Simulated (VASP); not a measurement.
Wanted: the native input for a VASP 6.6.1 run.

```
Task                   : relaxation of the atoms
Functional             : r2SCAN
Potentials or basis    : VASP PAW PBE potentials, release 64 (Be, Te)
Cutoff                 : 600 eV
k mesh                 : 8 × 8 × 8
Occupations            : gaussian, width 0.03 eV
Spin                   : no spin polarisation
Further INCAR settings : ALGO = Normal; EDIFF = 1e-07; IBRION = 2; EDIFFG = -0.01; NSW = 40
```

The structure of BeTe lies in POSCAR:

```
BeTe                                    
1.0
    0.0000000000      2.8310836128      2.8310836128
    2.8310836128      0.0000000000      2.8310836128
    2.8310836128      2.8310836128      0.0000000000
  Be              Te            
     1     1
Direct
     0.0000000000000000    0.0000000000000000    0.0000000000000000
     0.2500000000000000    0.2500000000000000    0.2500000000000000
```

One way to write it, as run:

INCAR

```
SYSTEM = BeTe
PREC     = Accurate       ! precision mode
ENCUT    = 600            ! plane-wave cutoff, eV
EDIFF    = 1E-7           ! SCF threshold, eV
ISMEAR   = 0              ! smearing method
SIGMA    = 0.03           ! smearing width, eV
LREAL    = .FALSE.        ! projectors in reciprocal space
LASPH    = .TRUE.         ! aspherical terms in the spheres
NELM     = 80             ! most SCF steps
ALGO     = Normal         ! electronic algorithm
ISIF     = 2              ! what is computed and relaxed
LWAVE    = .FALSE.        ! write WAVECAR
LCHARG   = .FALSE.        ! write CHGCAR
METAGGA  = R2SCAN         ! meta-GGA
LMIXTAU  = .TRUE.       
IBRION   = 2              ! ionic algorithm
NSW      = 40             ! ionic steps
EDIFFG   = -0.01          ! ionic threshold
```

KPOINTS

```
Automatic mesh
0
G
  8 8 8
  0 0 0
```

Potentials or basis: VASP PAW PBE potentials, release 64 (Be, Te).

Run with:

```console
$ cat potpaw_PBE.64/Be/POTCAR potpaw_PBE.64/Te/POTCAR > POTCAR
$ mpirun -np 1 vasp_std > vasp.out
```

It gave:

The pressure after relaxing is 0.0 GPa and the band gap on the k mesh is 2.37 eV, indirect (least direct gap 4.03 eV).

Caveat: the relaxation stopped at its first step, so nothing moved; the PAW data sets were made with another functional, which shifts forces and pressure a little; spin-orbit coupling is left out, which moves the levels of the heavy elements.

Run time: 45 s on 1 thread of Intel(R) Xeon(R) Platinum 8488C (Sapphire Rapids), on a shared host, peak memory 0.19 GiB.
